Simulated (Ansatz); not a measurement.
**Ta₂Si: how the energy converges with the cutoff**

Ta₂Si, P1, a = 5.054 Å, b = 4.996 Å, c = 5.042 Å, α, β, γ = 103.4°, 105.8°, 120.2°. Ansatz: PBEsol, PAW, cutoff varied, Γ-centred 8×8×8 mesh on 6 atoms, Gaussian smearing 0.10 eV; no spin polarisation. Single points at one geometry with displaced atoms, the cutoff alone changed; ΔE is the energy at zero smearing over the run at 600 eV. The runs up to 350 eV lie under the cutoff recommended for these PAW datasets.

| cutoff (eV) | ΔE (meV/atom) |
| --- | --- |
| 200 | ? |
| 250 | 111.05 |
| 300 | 18.08 |
| 350 | 5.20 |
| 420 | 0.68 |

Q: Assume ΔE falls exponentially with the cutoff, fit y = ln ΔE against x, the cutoff in eV, to the other rows, and predict the missing value.

A: y = 4.710, 2.895, 1.649, -0.386. Means x = 330.0, y = 2.2170; Σ(Δx)² = 15800, ΣΔxΔy = -465.4; the slope is their ratio. y = 11.94 − 0.02946 x, a factor of ten per 78 eV. At 200 eV this gives ΔE = 423.27 meV/atom. The run gave 905.85, a ratio of 0.47. Between neighbouring rows the decay runs from a factor of ten per 55 eV to one per 92 eV, so one exponential is only a rough guide.

6 further runs of this set didn't finish or converge.

Cost: 6 runs of about 10 core-minutes in all, on Intel Xeon Processor @ 2.50GHz (Skylake/Cascade Lake) (shared hosts).